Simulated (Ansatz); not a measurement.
Here is an Ansatz 0.2.0 calculation.

Contents of input.yaml:

```yaml
crystal:
  lattice:
    - [-2.9545118615, 2.9545118615, 2.7308451955]
    - [2.9545118615, -2.9545118615, 2.7308451955]
    - [2.9545118615, 2.9545118615, -2.7308451955]
  atoms:
    - { symbol: Rb, position: [0.0, 0.0, 0.0] }
hamiltonian:
  xc: { exchange: slater, correlation: vwn5 }
  pseudopotentials: { kind: paw_fr }
magnetization:
  noncollinear: true
  spin_orbit: true
kpoints:
  mp_grid: { grid: [7, 7, 7] }
scf:
  occupations: { method: fermi_dirac, width: 0.01 }
  n_extra_bands: 6
output:
  forces: true
  stress: true
  eigenvalues: true
  dos: { projected: false, de: 0.05, nscf_kmesh: { grid: [11, 11, 11] } }
  write_density: true
  write_potential: true
  elf: true
  volumetric_format: npy
basis:
  ecutwfc: "550 eV"
```

Potentials or basis: Ansatz PAW.

Command:

```console
$ ansatz run input.yaml --threads 1 --pin off --max-ram 2560MiB --backend cpu --events-out ev --progress --plain --runs-dir out
```

Q: Predict the band gap on the k mesh.

A: None (metal or under the smearing width).

Q: What does it give for the pressure?

A: -0.5 GPa.

States per cell in windows of 1 eV (zero at the Fermi level; states under -8 eV left out):
| from (eV) | total |
| --- | --- |
| -8.0 | 0.00 |
| -7.0 | 0.00 |
| -6.0 | 0.00 |
| -5.0 | 0.00 |
| -4.0 | 0.00 |
| -3.0 | 0.00 |
| -2.0 | 0.32 |
| -1.0 | 0.74 |
| 0.0 | 1.09 |
| 1.0 | 1.87 |
| 2.0 | 1.94 |
| 3.0 | 1.00 |
| 4.0 | 0.04 |
| 5.0 | 0.00 |
| 6.0 | 0.00 |
| 7.0 | 0.00 |

Caveat: the PAW data sets come from PBE, with cores solved anew for the run's functional, which leaves a small shift of forces and pressure.
